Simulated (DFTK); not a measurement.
Crystal: BN.

```
CELL_PARAMETERS angstrom
2.55394 0.00000 0.00000
-1.27697 2.21178 0.00000
0.00000 0.00000 4.22685
ATOMIC_POSITIONS crystal
N 0.33333 0.66667 0.12528
N 0.66667 0.33333 0.62528
B 0.33333 0.66667 0.49972
B 0.66667 0.33333 0.99972
```

Measurements of this composition are mostly on another form, of space group No. 194.

Base run:

```yaml
Program: DFTK 0.8.2
Functional: PBEsol
Potentials_or_basis: dojo.nc.sr.pbesol.v0_4_1.standard.upf (PBEsol)
Cutoff: 1143 eV
k_mesh: 12 × 12 × 6
Occupations: fermi-dirac, width 0.05 eV
Spin: no spin polarisation
```

Its results: band gap on the k mesh 5.04 eV, indirect (least direct gap 8.21 eV); pressure -5.3 GPa; largest force 0.009 eV/Å.

Q: The run is repeated on the same cell with these changes: functional from PBEsol to PBE; potentials or basis from dojo.nc.sr.pbesol.v0_4_1.standard.upf (PBEsol) to dojo.nc.sr.pbe.v0_4_1.standard.upf (PBE). What comes out?

A: Band gap on the k mesh 5.27 eV, indirect (least direct gap 8.29 eV); pressure -0.4 GPa; largest force 0.015 eV/Å.

A k mesh can miss the band edges.
